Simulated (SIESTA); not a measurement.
TiO2:

```
Ti O
1.0
     4.59984    0.00000    0.00000
     0.00000    4.59984    0.00000
     0.00000    0.00000    2.95921
Ti O
2 4
Direct
  0.00000 0.00000 0.50000
  0.50000 0.50000 0.00000
  0.30432 0.30432 0.50000
  0.19568 0.80432 0.00000
  0.80432 0.19568 0.00000
  0.69568 0.69568 0.50000
```

The cell is a database's computed one.

Base run:

| Property | Result |
| --- | --- |
| Program | SIESTA 5.4.2 |
| Functional | PBE |
| Potentials or basis | PseudoDojo 0.4 standard (PBE files) |
| Basis | DZP (energy shift 0.003 Ry; two zetas on semicore shells) |
| Grid cutoff | 800 Ry |
| Energy shift | 0.003 Ry |
| k mesh | 6 × 6 × 9 |
| Occupations | fermi-dirac, width 0.05 eV |
| Spin | no spin polarisation |
| Hubbard terms | Ti d U = 4 eV |

Its results: band gap on the k mesh 2.23 eV, indirect (least direct gap 2.27 eV); pressure 15.4 GPa; largest force 0.128 eV/Å.

The run is repeated on the same cell with these changes: hubbard terms from Ti d U = 4 eV to none. What comes out?

Band gap on the k mesh 1.75 eV, direct; pressure 7.4 GPa; largest force 0.059 eV/Å.

The U term pushes filled and empty states of the shell apart.

Caveats: the basis of atomic orbitals isn't converged, which shifts pressures, moduli and gaps; an odd mesh through Γ misses points on the zone boundary, where band edges often lie (some runs).
